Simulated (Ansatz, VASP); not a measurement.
# Ca in VASP and in Ansatz

File INCAR:

```
PREC = Accurate ; ENCUT = 520
EDIFF = 1E-6 ; ISMEAR = 0
SIGMA = 0.15 ; LREAL = False
LASPH = True ; NELM = 100
ALGO = Fast ; ISIF = 2
LWAVE = False ; LCHARG = False
GGA = PE ; NBANDS = 17
```

File KPOINTS:

```
regular mesh
0
Gamma
  15 15 8
```

Contents of POSCAR:

```
Ca
1.0
    3.9799995206      0.0000000000      0.0000000000
   -1.9899997603      3.4467806919      0.0000000000
    0.0000000000      0.0000000000      6.5200000000
Ca
2
Direct
    0.3333333333      0.6666666667      0.2500000000
    0.6666666667      0.3333333333      0.7500000000
```

Input for Ansatz:

```yaml
crystal:
  lattice:
    - [3.9799995206, 0.0, 0.0]
    - [-1.9899997603, 3.4467806919, 0.0]
    - [0.0, 0.0, 6.52]
  atoms:
    - { symbol: Ca, position: [0.3333333333, 0.6666666667, 0.25] }
    - { symbol: Ca, position: [0.6666666667, 0.3333333333, 0.75] }
basis:
  ecutwfc: 420
kpoints:
  mp_grid: { grid: [15, 15, 8] }
hamiltonian:
  xc: pbe
scf:
  occupations: { method: gaussian, width: 0.15 }
  algorithm: density_mixing
output:
  forces: true
  eigenvalues: true
  stress: true
```

This isn't the form of Ca at room conditions, which is fcc.

Alike in both runs: task single point; functional PBE; k mesh 15 × 15 × 8; occupations gaussian, width 0.15 eV; no spin polarisation.

|  | VASP | Ansatz |
| --- | --- | --- |
| version | VASP 6.6.1 | Ansatz 0.2.0 |
| potentials or method | VASP PAW PBE potentials, release 64 (Ca_sv) | scalar-relativistic, plane waves, PAW |
| plane-wave cutoff (eV) | 520 | 420 |
| valence electrons in the cell | 20 | 20 |

```tsv
	VASP	Ansatz	Ansatz less VASP
gap on the k mesh at the Fermi level (eV)	none	none	-
pressure (GPa)	-0.8	-0.8	0.00
```

A gap of «none» marks a metal or a gap that the smearing closes. The functional is the same, so the differences come from potentials, cutoffs and numerics.
